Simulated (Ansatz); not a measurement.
# Energy ranking of Si₃Se₂ structures

All numbers below come from DFT PBE, scalar-relativistic, plane waves, PAW (Ansatz 0.2.0). All cells share a 420 eV cutoff and Γ-centred k meshes spaced at most about 0.3 Å⁻¹ (about 0.25 or finer for metals, 2π included). No spin polarisation.

The zero of energy is the elements' standard structures at the same level; no fitted shifts are applied.

Temperature and zero-point effects are left out. Larger cells and other orderings weren't all tried, so the list isn't exhaustive. For metals, differences of a few meV/atom aren't resolved. Weakly bound directions are ill-defined at this level, which has no dispersion term (I-4m2, P-4m2, R-3m at 21.3 Å³/atom, P-62m, R-3c), and this can change margins and order among such cells. The reference form of Se is held partly by dispersion forces, which this level lacks.

Invented guesses were relaxed alike, and ends that match in structure were merged. ΔE counts from the first row. Coordination counts Se atoms around Si (those within 1.25 times the shortest such distance or 1.15 times the sum of covalent radii, 1.27 where that leaves under three; a plus sign parts nearer from farther groups; the shortest distance is added where it exceeds 1.18 times the sum of covalent radii; a slash parts the counts of unlike sites). The ends were matched against large subsets of the Crystallography Open Database and the Materials Project, so a missing match doesn't prove that a structure is unreported.

```csv
#,reached from,type and space group,atoms,Å³/atom,coordination,ΔE (meV/atom),gap on mesh (eV),in databases
1,a cell proposed by chemical analogy,I-4m2 (No. 119),5,26.9,Si 2/8 from 3.9 Å,0,0.00,no match
2,a cell proposed by chemical analogy,P-4m2 (No. 115),5,27.8,Si 2/8 from 3.9 Å,0,0.00,no match
3,"Bi2Te3 type (R3m), changed on relaxing",R-3m (No. 166),5,21.3,Si 3/6 from 3.6 Å,163,0.00,no match
4,anti-tetradymite type (R-3m),R-3m (No. 166),5,19.6,Si 3+3 from 3.1 Å/6,267,0.00,no match
5,random cell with space group P-6,P-62m (No. 189),5,29.5,Si 2,510,0.00,no match
6,anti-corundum type (R-3c),R-3c (No. 167),10,28.7,Si 2,744,0.00,no match
```

The first two are tied within the noise. The first: Space group I-4m2 (No. 119), tetragonal, a = 3.745 Å, c = 19.186 Å. Si on a site of symmetry 2mm has 2 Si at 2.33 Å and 2 Se at 2.36 Å; Si on a site of symmetry -4m2 has 4 Si at 2.33 Å; around Se lie 2 Si at 2.36 Å. Its energy over the elements is −0.16 eV/atom. It lies below the elements, which doesn't yet make it stable against other compounds or structures. An observed structure of this formula, if there is one, may be missing.

```cif
data_structure
_symmetry_space_group_name_H-M 'I-4m2'
_symmetry_Int_Tables_number 119
_cell_length_a 3.7454
_cell_length_b 3.7454
_cell_length_c 19.1856
_cell_angle_alpha 90.000
_cell_angle_beta 90.000
_cell_angle_gamma 90.000
_cell_volume 269.14
loop_
_atom_site_label
_atom_site_type_symbol
_atom_site_symmetry_multiplicity
_atom_site_Wyckoff_symbol
_atom_site_fract_x
_atom_site_fract_y
_atom_site_fract_z
_atom_site_occupancy
Si1 Si 4 f 0.50000 0.00000 0.42772 1
Si2 Si 2 a 0.00000 0.00000 0.00000 1
Se1 Se 4 e 0.00000 0.00000 0.35271 1
```

The second: Space group P-4m2 (No. 115), tetragonal, a = 3.747 Å, c = 9.883 Å. Si on a site of symmetry 2mm has 2 Si at 2.33 Å and 2 Se at 2.36 Å; Si on a site of symmetry -4m2 has 4 Si at 2.33 Å; Se is surrounded by 2 Si at 2.36 Å. Counting Se atoms around Si, the first and the second both have Si 2/8 from 3.9 Å. The first and the second both hold Si–Si nets. Cells relaxed within their symmetry can be saddle points.

```cif
data_structure
_symmetry_space_group_name_H-M 'P-4m2'
_symmetry_Int_Tables_number 115
_cell_length_a 3.7469
_cell_length_b 3.7469
_cell_length_c 9.8832
_cell_angle_alpha 90.000
_cell_angle_beta 90.000
_cell_angle_gamma 90.000
_cell_volume 138.76
loop_
_atom_site_label
_atom_site_type_symbol
_atom_site_symmetry_multiplicity
_atom_site_Wyckoff_symbol
_atom_site_fract_x
_atom_site_fract_y
_atom_site_fract_z
_atom_site_occupancy
Si1 Si 2 g 0.00000 0.50000 0.14025 1
Si2 Si 1 a 0.00000 0.00000 0.00000 1
Se1 Se 2 f 0.50000 0.50000 0.28581 1
```
